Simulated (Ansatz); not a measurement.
RuO2:
```cif
data_O4Ru2
_chemical_formula_sum 'Ru2 O4'
_space_group_name_H-M_alt 'P 1'
_space_group_IT_number 1
_cell_length_a 4.48114
_cell_length_b 4.48114
_cell_length_c 3.10858
_cell_angle_alpha 90.000
_cell_angle_beta 90.000
_cell_angle_gamma 90.000
loop_
_space_group_symop_operation_xyz
  'x, y, z'
loop_
_atom_site_label
_atom_site_type_symbol
_atom_site_fract_x
_atom_site_fract_y
_atom_site_fract_z
_atom_site_occupancy
Ru1 Ru 0.50000 0.50000 0.50000 1
Ru2 Ru 0.00000 0.00000 0.00000 1
O1 O 0.80535 0.19465 0.50000 1
O2 O 0.19465 0.80535 0.50000 1
O3 O 0.30535 0.30535 0.00000 1
O4 O 0.69465 0.69465 0.00000 1
```

Relaxed with r²SCAN.

Which orbitals make up the states near the Fermi level in the program Ansatz at the r²SCAN level (PAW)?

Within 0.5 eV of the Fermi level: Ru 4d 70 %, O 2p 28 %. Projections are on Löwdin-orthogonalised atomic valence shells; empty p or d shells of many metals are not among them.

Tabulate the density of states.

States/eV per cell of 6 atoms, in 0.25 eV bins, energy from the Fermi level.

| E (eV) | total | O 2p | Ru 4d | O 2s |
|---|---|---|---|---|
| -7.85 | 1.85 | 1.17 | 0.60 | 0.01 |
| -7.60 | 4.83 | 3.00 | 1.66 | 0.02 |
| -7.35 | 5.01 | 3.17 | 1.70 | 0.02 |
| -7.10 | 8.50 | 5.48 | 2.83 | 0.02 |
| -6.85 | 7.74 | 4.83 | 2.75 | 0.02 |
| -6.60 | 1.44 | 0.92 | 0.49 | 0.01 |
| -6.35 | 1.55 | 1.07 | 0.41 | 0.02 |
| -6.10 | 3.33 | 2.41 | 0.72 | 0.06 |
| -5.85 | 3.53 | 2.56 | 0.78 | 0.06 |
| -5.60 | 3.64 | 2.65 | 0.80 | 0.07 |
| -5.35 | 3.34 | 2.46 | 0.72 | 0.05 |
| -5.10 | 3.59 | 2.66 | 0.78 | 0.06 |
| -4.85 | 5.45 | 4.18 | 1.04 | 0.08 |
| -4.60 | 6.25 | 4.84 | 1.20 | 0.06 |
| -4.35 | 5.59 | 4.26 | 1.17 | 0.04 |
| -4.10 | 4.65 | 3.54 | 1.00 | 0.03 |
| -3.85 | 4.01 | 3.15 | 0.76 | 0.02 |
| -3.60 | 3.66 | 3.04 | 0.54 | 0.01 |
| -3.35 | 4.06 | 3.44 | 0.54 | 0.02 |
| -3.10 | 3.78 | 3.31 | 0.40 | 0.02 |
| -2.85 | 3.70 | 3.41 | 0.23 | 0.01 |
| -2.60 | 1.63 | 1.53 | 0.08 | 0.00 |
| -2.35 | 0.77 | 0.73 | 0.03 | 0.00 |
| -2.10 | 0.40 | 0.39 | 0.01 | 0.00 |
| -1.85 | 0.04 | 0.04 | 0.00 | 0.00 |
| -1.60 | 0.23 | 0.02 | 0.21 | 0.00 |
| -1.35 | 3.43 | 0.39 | 2.99 | 0.01 |
| -1.10 | 3.96 | 0.61 | 3.28 | 0.02 |
| -0.85 | 5.68 | 0.95 | 4.59 | 0.04 |
| -0.60 | 9.07 | 1.37 | 7.52 | 0.04 |
| -0.35 | 6.35 | 1.51 | 4.69 | 0.02 |
| -0.10 | 3.66 | 1.10 | 2.48 | 0.01 |
| 0.15 | 1.96 | 0.66 | 1.26 | 0.01 |
| 0.40 | 3.04 | 1.10 | 1.88 | 0.01 |
| 0.65 | 3.20 | 1.18 | 1.93 | 0.01 |
| 0.90 | 3.40 | 1.30 | 2.00 | 0.01 |
| 1.15 | 2.96 | 1.17 | 1.70 | 0.01 |
| 1.40 | 0.72 | 0.28 | 0.41 | 0.00 |
| 1.65 | 0.29 | 0.11 | 0.16 | 0.00 |
| 1.90 | 0.07 | 0.02 | 0.04 | 0.01 |
| 2.15 | 0.14 | 0.01 | 0.10 | 0.02 |
| 2.40 | 1.57 | 0.16 | 1.13 | 0.25 |
| 2.65 | 1.73 | 0.26 | 1.18 | 0.24 |
| 2.90 | 2.05 | 0.40 | 1.34 | 0.25 |
| 3.15 | 2.20 | 0.50 | 1.39 | 0.24 |
| 3.40 | 2.23 | 0.57 | 1.37 | 0.22 |
| 3.65 | 1.97 | 0.56 | 1.18 | 0.16 |
| 3.90 | 2.26 | 0.69 | 1.32 | 0.17 |
| 4.15 | 2.77 | 0.94 | 1.58 | 0.15 |
| 4.40 | 3.55 | 1.33 | 1.99 | 0.12 |
| 4.65 | 3.41 | 1.35 | 1.88 | 0.08 |
| 4.90 | 2.58 | 1.06 | 1.41 | 0.05 |

Space group P4_2/mnm (rutile). The r²SCAN relaxation kept the symmetry of its start. No spin polarisation was allowed. Spin–orbit coupling is left out wherever it is not named.

Potentials: the earlier of the program's two PAW sets.
